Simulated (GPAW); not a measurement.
# Ge (Fd-3m) in GPAW: further runs, part 2 of 4

GPAW 26.7.0. The steps go on from the part before.

### 3 Relaxation of cell and atoms, revPBE

File run.py:

```python
from ase.filters import FrechetCellFilter
from ase.io import read, write
from ase.optimize import FIRE
from gpaw import GPAW, PW

atoms = read('Ge.xyz')

calc = GPAW(mode=PW(600),
            xc='revPBE',
            kpts={'size': (8, 8, 8), 'gamma': True},
            occupations={'name': 'fermi-dirac', 'width': 0.05},
            nbands=11,
            convergence={'density': 1e-05, 'forces': 0.0001},
            maxiter=150,
            txt='gpaw.txt')
atoms.calc = calc
opt = FIRE(FrechetCellFilter(atoms), trajectory='relax.traj', logfile='-')
done = opt.run(fmax=0.02, steps=60)
calc.write('gs.gpw')
write('result.traj', atoms)
print('Converged:', done)
print('Cell:', atoms.cell.cellpar().round(4))
print('Volume:', round(atoms.get_volume(), 4))
print(atoms.get_scaled_positions().round(5))
```

File Ge.xyz:

```xyz
2
Lattice="0.0000000000 2.8289100000 2.8289100000 2.8289100000 0.0000000000 2.8289100000 2.8289100000 2.8289100000 0.0000000000" Properties=species:S:1:pos:R:3 pbc="T T T"
Ge     4.2433650000      4.2433650000      4.2433650000
Ge     2.8289100000      2.8289100000      2.8289100000
```

Potentials or basis: the program's PAW data sets (release 1.2.1) made for this functional, pw.

Launch:

```console
OMP_NUM_THREADS=1 python run.py
```

gpaw.txt:

```text
__  _  _
 | _ |_)|_||  |
 |__||  | ||/\| - 26.7.0

Input parameters:
  mode=PW(ecut=600.0),
  convergence={'density': 1e-05, 'forces': 0.0001},
  kpts=MonkhorstPack(size=(8, 8, 8), gamma=True),
  maxiter=150,
  nbands=11,
  occupations=Occupations(name='fermi-dirac', width=0.05),
  xc=XC(name='revPBE')

Diagonalizing LCAO Hamiltonian
Converting LCAO to pw mode

           Ge

       Ge

Atoms  # Å, Bohr magnetons
|   | symbol |        x |        y |        z |    initial magnetic moments |
|---|--------|----------|----------|----------|-----------------------------|
| 0 |     Ge | 4.243365 | 4.243365 | 4.243365 | ( 0.0000,  0.0000,  0.0000) |
| 1 |     Ge | 2.828910 | 2.828910 | 2.828910 | ( 0.0000,  0.0000,  0.0000) |

Unit cell  # Å
| periodic |        x |        y |        z |  lengths |    angles |
|----------|----------|----------|----------|----------|-----------|
|      yes | 0.000000 | 2.828910 | 2.828910 | 4.000683 | 60.000000 |
|      yes | 2.828910 | 0.000000 | 2.828910 | 4.000683 | 60.000000 |
|      yes | 2.828910 | 2.828910 | 0.000000 | 4.000683 | 60.000000 |

Number of symmetries: 24
Symmetry operations  # r_c * U_cc + t_c -> r_c
|    | kind |            matrix            |
|----|------|------------------------------|
|  0 |  E   |  1, 0, 0,  0, 1, 0,  0, 0, 1 |
|  1 |  σ   |  1, 0, 0,  0, 0, 1,  0, 1, 0 |
|  2 |  σ   |  1, 0,-1,  0, 1,-1,  0, 0,-1 |
|  3 |  C3  |  1, 0,-1,  0, 0,-1,  0, 1,-1 |
|  4 |  C3  |  1,-1, 0,  0,-1, 1,  0,-1, 0 |
|  5 |  σ   |  1,-1, 0,  0,-1, 0,  0,-1, 1 |
|  6 |  σ   |  0, 1, 0,  1, 0, 0,  0, 0, 1 |
|  7 |  C3  |  0, 1, 0,  0, 0, 1,  1, 0, 0 |
|  8 |  C2  |  0, 1,-1,  1, 0,-1,  0, 0,-1 |
[... 156 lines left out ...]
Eigenvalues  # (at kpt = [0.000, 0.000, 0.000])
| band index |      eig [eV] | occ [0-2] |
|------------|---------------|-----------|
|          0 |        -6.678 |     2.000 |
|          1 |         6.058 |     1.754 |
|          2 |         6.058 |     1.754 |
|          3 |         6.058 |     1.754 |
|          4 |         6.226 |     0.395 |
|          5 |         8.620 |     0.000 |
|          6 |         8.620 |     0.000 |
|          7 |         8.620 |     0.000 |
|          8 |        12.650 |     0.000 |
|          9 |        15.414 |     0.000 |
|         10 |        15.415 |     0.000 |

Gap: 0.168 eV
Transition (v -> c):
  (s=0, k=0, n=3, [0.00, 0.00, 0.00]) -> (s=0, k=0, n=4, [0.00, 0.00, 0.00])
No difference between direct/indirect transitions

Stress tensor  # eV/Ang^3
|         x |         y |         z |
|-----------|-----------|-----------|
| -0.032446 | -0.000000 | -0.000000 |
| -0.000000 | -0.032446 |  0.000000 |
| -0.000000 |  0.000000 | -0.032446 |
[... 194 lines left out ...]
Eigenvalues  # (at kpt = [0.000, 0.000, 0.000])
| band index |      eig [eV] | occ [0-2] |
|------------|---------------|-----------|
|          0 |        -6.711 |     2.000 |
|          1 |         5.940 |     1.564 |
|          2 |         5.940 |     1.564 |
|          3 |         5.940 |     1.564 |
|          4 |         6.006 |     0.976 |
|          5 |         8.498 |     0.000 |
|          6 |         8.498 |     0.000 |
|          7 |         8.498 |     0.000 |
|          8 |        12.508 |     0.000 |
|          9 |        15.270 |     0.000 |
|         10 |        15.270 |     0.000 |

Gap: 0.066 eV
Transition (v -> c):
  (s=0, k=0, n=3, [0.00, 0.00, 0.00]) -> (s=0, k=0, n=4, [0.00, 0.00, 0.00])
No difference between direct/indirect transitions

Stress tensor  # eV/Ang^3
|         x |         y |         z |
|-----------|-----------|-----------|
[... 895 lines left out ...]
|      yes | -0.000000 | 2.911538 | 2.911538 | 4.117536 | 60.000000 |
|      yes |  2.911538 | 0.000000 | 2.911538 | 4.117536 | 60.000000 |
|      yes |  2.911538 | 2.911538 | 0.000000 | 4.117536 | 60.000000 |

Number of symmetries: 24
Symmetry operations  # r_c * U_cc + t_c -> r_c
|    | kind |            matrix            |
|----|------|------------------------------|
|  0 |  E   |  1, 0, 0,  0, 1, 0,  0, 0, 1 |
|  1 |  σ   |  1, 0, 0,  0, 0, 1,  0, 1, 0 |
|  2 |  σ   |  1, 0,-1,  0, 1,-1,  0, 0,-1 |
|  3 |  C3  |  1, 0,-1,  0, 0,-1,  0, 1,-1 |
|  4 |  C3  |  1,-1, 0,  0,-1, 1,  0,-1, 0 |
|  5 |  σ   |  1,-1, 0,  0,-1, 0,  0,-1, 1 |
|  6 |  σ   |  0, 1, 0,  1, 0, 0,  0, 0, 1 |
|  7 |  C3  |  0, 1, 0,  0, 0, 1,  1, 0, 0 |
|  8 |  C2  |  0, 1,-1,  1, 0,-1,  0, 0,-1 |
[... 171 lines left out ...]
Stress tensor  # eV/Ang^3
|         x |        y |         z |
|-----------|----------|-----------|
|  0.003139 | 0.000000 | -0.000000 |
|  0.000000 | 0.003139 |  0.000000 |
| -0.000000 | 0.000000 |  0.003139 |

Forces  # eV/Ang
|        x |       y |        z |
|----------|---------|----------|
| -0.00000 | 0.00000 | -0.00000 |  # Ge   0
|  0.00000 | 0.00000 |  0.00000 |  # Ge   1

Interpolating wave functions to new cell

           Ge

       Ge

Atoms  # Å, Bohr magnetons
|   | symbol |        x |        y |        z |    initial magnetic moments |
|---|--------|----------|----------|----------|-----------------------------|
| 0 |     Ge | 4.365966 | 4.365966 | 4.365966 | ( 0.0000,  0.0000,  0.0000) |
| 1 |     Ge | 2.910644 | 2.910644 | 2.910644 | ( 0.0000,  0.0000,  0.0000) |

Unit cell  # Å
| periodic |         x |         y |        z |  lengths |    angles |
|----------|-----------|-----------|----------|----------|-----------|
|      yes | -0.000000 |  2.910644 | 2.910644 | 4.116272 | 60.000000 |
|      yes |  2.910644 | -0.000000 | 2.910644 | 4.116272 | 60.000000 |
|      yes |  2.910644 |  2.910644 | 0.000000 | 4.116272 | 60.000000 |

Number of symmetries: 24
Symmetry operations  # r_c * U_cc + t_c -> r_c
|    | kind |            matrix            |
|----|------|------------------------------|
|  0 |  E   |  1, 0, 0,  0, 1, 0,  0, 0, 1 |
|  1 |  σ   |  1, 0, 0,  0, 0, 1,  0, 1, 0 |
|  2 |  σ   |  1, 0,-1,  0, 1,-1,  0, 0,-1 |
|  3 |  C3  |  1, 0,-1,  0, 0,-1,  0, 1,-1 |
|  4 |  C3  |  1,-1, 0,  0,-1, 1,  0,-1, 0 |
|  5 |  σ   |  1,-1, 0,  0,-1, 0,  0,-1, 1 |
|  6 |  σ   |  0, 1, 0,  1, 0, 0,  0, 0, 1 |
|  7 |  C3  |  0, 1, 0,  0, 0, 1,  1, 0, 0 |
|  8 |  C2  |  0, 1,-1,  1, 0,-1,  0, 0,-1 |
[... 171 lines left out ...]
Stress tensor  # eV/Ang^3
|         x |         y |         z |
|-----------|-----------|-----------|
|  0.002828 |  0.000000 | -0.000000 |
|  0.000000 |  0.002828 | -0.000000 |
| -0.000000 | -0.000000 |  0.002828 |

Forces  # eV/Ang
|       x |       y |       z |
|---------|---------|---------|
| 0.00000 | 0.00000 | 0.00000 |  # Ge   0
| 0.00000 | 0.00000 | 0.00000 |  # Ge   1

Interpolating wave functions to new cell

           Ge

       Ge

Atoms  # Å, Bohr magnetons
|   | symbol |        x |        y |        z |    initial magnetic moments |
|---|--------|----------|----------|----------|-----------------------------|
| 0 |     Ge | 4.364245 | 4.364245 | 4.364245 | ( 0.0000,  0.0000,  0.0000) |
| 1 |     Ge | 2.909497 | 2.909497 | 2.909497 | ( 0.0000,  0.0000,  0.0000) |

Unit cell  # Å
| periodic |         x |        y |        z |  lengths |    angles |
|----------|-----------|----------|----------|----------|-----------|
|      yes | -0.000000 | 2.909497 | 2.909497 | 4.114650 | 60.000000 |
|      yes |  2.909497 | 0.000000 | 2.909497 | 4.114650 | 60.000000 |
|      yes |  2.909497 | 2.909497 | 0.000000 | 4.114650 | 60.000000 |

Number of symmetries: 24
Symmetry operations  # r_c * U_cc + t_c -> r_c
|    | kind |            matrix            |
|----|------|------------------------------|
|  0 |  E   |  1, 0, 0,  0, 1, 0,  0, 0, 1 |
|  1 |  σ   |  1, 0, 0,  0, 0, 1,  0, 1, 0 |
|  2 |  σ   |  1, 0,-1,  0, 1,-1,  0, 0,-1 |
|  3 |  C3  |  1, 0,-1,  0, 0,-1,  0, 1,-1 |
|  4 |  C3  |  1,-1, 0,  0,-1, 1,  0,-1, 0 |
|  5 |  σ   |  1,-1, 0,  0,-1, 0,  0,-1, 1 |
|  6 |  σ   |  0, 1, 0,  1, 0, 0,  0, 0, 1 |
|  7 |  C3  |  0, 1, 0,  0, 0, 1,  1, 0, 0 |
|  8 |  C2  |  0, 1,-1,  1, 0,-1,  0, 0,-1 |
[... 171 lines left out ...]
Stress tensor  # eV/Ang^3
|         x |        y |         z |
|-----------|----------|-----------|
|  0.002426 | 0.000000 | -0.000000 |
|  0.000000 | 0.002426 |  0.000000 |
| -0.000000 | 0.000000 |  0.002426 |

Forces  # eV/Ang
|        x |       y |        z |
|----------|---------|----------|
| -0.00000 | 0.00000 |  0.00000 |  # Ge   0
| -0.00000 | 0.00000 | -0.00000 |  # Ge   1

Interpolating wave functions to new cell

           Ge
[... 200 lines left out ...]
Stress tensor  # eV/Ang^3
|         x |        y |         z |
|-----------|----------|-----------|
|  0.001946 | 0.000000 | -0.000000 |
|  0.000000 | 0.001946 |  0.000000 |
| -0.000000 | 0.000000 |  0.001946 |

Forces  # eV/Ang
|       x |        y |        z |
|---------|----------|----------|
| 0.00000 | -0.00000 | -0.00000 |  # Ge   0
| 0.00000 |  0.00000 | -0.00000 |  # Ge   1

Interpolating wave functions to new cell

           Ge
[... 423 lines left out ...]
Forces  # eV/Ang
|        x |        y |       z |
|----------|----------|---------|
|  0.00000 | -0.00000 | 0.00000 |  # Ge   0
| -0.00000 | -0.00000 | 0.00000 |  # Ge   1

# Writing to gs.gpw (mode='')
```

Wall time 98 s (1 thread of Arm Neoverse V1, shared host); peak memory 0.23 GiB.

Results:

| Property | Result |
| --- | --- |
| Free energy | -8.4585 eV |
| Relaxed volume | 24.51 Å³/atom |
| Relaxed cell | a = 4.108 Å, b = 4.108 Å, c = 4.108 Å, α = 60.00°, β = 60.00°, γ = 60.00° |
| Space group after relaxing (to 0.05 Å) | Fd-3m (No. 227) |
| Energy gained by relaxing | 27.8 meV/atom |
| Ionic steps | 12 |
| Pressure after relaxing | -0.1 GPa |
| Band gap on the k mesh | none (metal or under the smearing width) |

The path:
| step | energy change (eV) | largest force (eV/Å) | pressure (GPa) | volume (Å³) |
| --- | --- | --- | --- | --- |
| 1 | 0.0000 | 0.0000 | 5.20 | 45.28 |
| 2 | -0.0150 | 0.0000 | 4.36 | 45.78 |
| 3 | -0.0364 | 0.0000 | 2.90 | 46.72 |
| 4 | -0.0523 | 0.0000 | 1.14 | 47.99 |
| 5 | -0.0548 | 0.0000 | -0.55 | 49.41 |
| 6 | -0.0548 | 0.0000 | -0.54 | 49.39 |
| 7 | -0.0549 | 0.0000 | -0.50 | 49.36 |
| 8 | -0.0551 | 0.0000 | -0.45 | 49.32 |
| 9 | -0.0552 | 0.0000 | -0.39 | 49.26 |
| 10 | -0.0554 | 0.0000 | -0.31 | 49.19 |
| 11 | -0.0555 | 0.0000 | -0.22 | 49.11 |
| 12 | -0.0556 | 0.0000 | -0.13 | 49.03 |

Final structure:
```
Ge
1.0
     0.00000    2.90493    2.90493
     2.90493    0.00000    2.90493
     2.90493    2.90493    0.00000
Ge
2
Cartesian
  4.3574 4.3574 4.3574
  2.9049 2.9049 2.9049
```

Caveat: later steps reuse the first step's grids; this crystal is a semiconductor, whose small gap the functional closes, so the metal is an error of the method.

(Part 2 of 4 ends here.)
